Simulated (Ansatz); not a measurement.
**CdF2 under changes of volume**

One of the cells (13.035 Å³/atom); the others are scaled copies at fixed shape and fractional positions:

```
Cd F
1.0
     0.00000    2.69400    2.69400
     2.69400    0.00000    2.69400
     2.69400    2.69400    0.00000
Cd F
1 2
Direct
  0.00000 0.00000 0.00000
  0.75000 0.75000 0.75000
  0.25000 0.25000 0.25000
```

```yaml
Program: Ansatz 0.2.0
Functional: PBE
Potentials_or_basis: Ansatz PAW
Cutoff: "420 eV (not typed: the program's choice for these potentials)"
k_mesh: 9 × 9 × 9
Occupations: fermi-dirac, width 0.05 eV
Spin: no spin polarisation
```

```tsv
volume (Å³/atom)	energy over the lowest point (meV/atom)	pressure (GPa)	gap on the mesh (eV)
12.253	57.10	13.9	3.36
12.513	37.12	10.8	3.28
12.774	21.91	8.0	3.20
13.035	11.02	5.5	3.13
13.295	4.01	3.2	3.06
13.556	?	?	?
13.817	0.00	-0.6	2.92
```

What does the run at 13.556 Å³/atom give?

Energy over the lowest point 0.43 meV/atom; pressure 1.2 GPa; gap on the mesh 2.99 eV.

Worked out: A Birch-Murnaghan fit of order 3 (a polynomial in V^(-2/3)) to the other rows has its minimum at 13.73 Å³/atom with B0 = V·E''(V) = 93 GPa and B' = 4.8. It gives 0.45 meV/atom at 13.556 Å³/atom, against the run's 0.43, and -dE/dV = 1.2 GPa, against 1.2. A straight line through the other rows of the gap, of slope -3.65 eV per unit of ln V, gives 2.99 eV, against the run's 2.99.

Energies are extrapolated to zero smearing.

Caveats: odd divisions of the mesh miss points on the zone boundary, where band edges often lie, so the gap on the mesh can be too wide.

A mesh can miss the band edges. Spin-orbit coupling on Cd is left out.
